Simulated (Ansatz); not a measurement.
**Band table of BAs (rocksalt type)**

```
CELL_PARAMETERS angstrom
0.00000 1.85968 1.85968
1.85968 0.00000 1.85968
1.85968 1.85968 0.00000
ATOMIC_POSITIONS crystal
B 0.00000 0.00000 0.00000
As 0.50000 0.50000 0.50000
```

The cell comes from a relaxation on PAW files under the same functional, begun from a prototype that needn't be the stable phase.

All numbers are LDA results (scalar-relativistic) from Ansatz 0.2.0, with a Γ-centred 17×17×17 k mesh, Fermi–Dirac smearing of 0.1 eV, no spin polarisation. Methods: LAPW: all electrons, basis error target 1 meV/atom.

This run: volume at 0.55 of the series' base cell.

Path points, in fractions of the reciprocal vectors: Γ (0.000, 0.000, 0.000), X (0.500, 0.000, 0.500), U (0.625, 0.250, 0.625), K (0.375, 0.375, 0.750), L (0.500, 0.500, 0.500), W (0.500, 0.250, 0.750). The distance column jumps between branches of the path. Levels in eV from the Fermi level; bands 11 to 16, counted from the lowest band of the run. The gap is zero, the pressure 289.2 GPa.

```
# k(1/Å) point b11 b12 b13 b14 b15 b16
0.000 Γ -24.77 -0.68 -0.68 -0.68 9.30 9.30
0.211 - -24.61 -1.18 -1.18 -0.70 7.99 9.90
0.422 - -24.14 -2.36 -2.36 -0.78 6.12 6.15
0.633 - -23.36 -3.73 -3.73 -0.92 2.14 4.46
0.845 - -22.25 -5.02 -5.02 -2.09 -0.65 3.10
1.056 - -20.83 -6.10 -6.10 -5.50 -0.93 2.03
1.267 - -19.09 -8.79 -6.91 -6.91 -1.03 1.27
1.478 - -17.05 -11.76 -7.41 -7.41 -1.09 0.82
1.689 X -15.25 -13.88 -7.58 -7.58 -1.11 0.66
1.764 - -15.23 -13.87 -7.75 -7.55 -1.01 0.79
1.839 - -15.16 -13.84 -8.23 -7.48 -0.80 1.21
1.913 - -15.05 -13.79 -8.90 -7.36 -0.58 1.91
1.988 - -14.90 -13.73 -9.66 -7.20 -0.38 2.84
2.063 - -14.70 -13.67 -10.44 -6.99 -0.20 3.93
2.137 - -14.47 -13.67 -11.16 -6.73 -0.02 5.13
2.212 - -14.19 -13.81 -11.70 -6.43 0.19 6.39
2.287 U -14.21 -13.87 -11.95 -6.09 0.41 7.69
3.321 K -14.21 -13.87 -11.95 -6.09 0.41 7.69
3.545 - -16.28 -12.67 -11.48 -4.80 1.23 9.69
3.769 - -18.45 -11.13 -10.35 -3.16 2.31 7.29
3.993 - -20.35 -9.29 -8.88 -1.28 3.66 5.32
4.217 - -21.94 -7.21 -7.12 0.46 4.18 5.29
4.441 - -23.18 -5.17 -4.99 0.71 5.22 7.17
4.665 - -24.06 -3.16 -2.87 0.04 7.83 7.84
4.889 - -24.60 -1.43 -1.27 -0.49 8.39 9.47
5.113 Γ -24.77 -0.68 -0.68 -0.68 9.30 9.30
5.296 - -24.65 -1.37 -0.72 -0.72 8.67 9.51
5.479 - -24.30 -3.17 -0.84 -0.84 8.08 9.41
5.661 - -23.71 -5.51 -0.95 -0.95 7.79 7.79
5.844 - -22.88 -8.01 -1.00 -1.00 6.10 6.10
6.027 - -21.82 -10.48 -0.93 -0.93 4.60 4.60
6.210 - -20.54 -12.80 -0.75 -0.75 3.35 3.35
6.393 - -19.09 -14.90 -0.49 -0.49 2.45 2.45
6.576 L -18.01 -16.19 -0.35 -0.35 2.09 2.09
6.725 - -17.93 -16.12 -1.20 -1.10 2.33 2.80
6.874 - -17.69 -15.90 -2.71 -2.69 2.72 3.92
7.024 - -17.29 -15.54 -4.53 -4.31 3.14 4.91
7.173 - -16.73 -15.04 -6.40 -5.86 3.62 5.79
7.322 - -16.00 -14.41 -8.19 -7.32 4.17 6.66
7.472 - -15.11 -13.69 -9.86 -8.64 4.75 7.56
7.621 - -14.05 -12.96 -11.40 -9.74 5.24 8.47
7.770 W -13.05 -12.56 -12.56 -10.26 5.46 9.07
7.876 - -13.17 -13.09 -11.90 -10.16 4.93 8.49
7.982 - -13.71 -13.22 -11.17 -9.89 3.84 6.84
8.087 - -14.17 -13.38 -10.41 -9.49 2.66 5.29
8.193 - -14.56 -13.54 -9.64 -9.01 1.52 3.88
8.298 - -14.86 -13.69 -8.89 -8.51 0.50 2.62
8.404 - -15.07 -13.79 -8.23 -8.05 -0.33 1.60
8.509 - -15.20 -13.86 -7.75 -7.71 -0.90 0.91
8.615 X -15.25 -13.88 -7.58 -7.58 -1.11 0.66
```
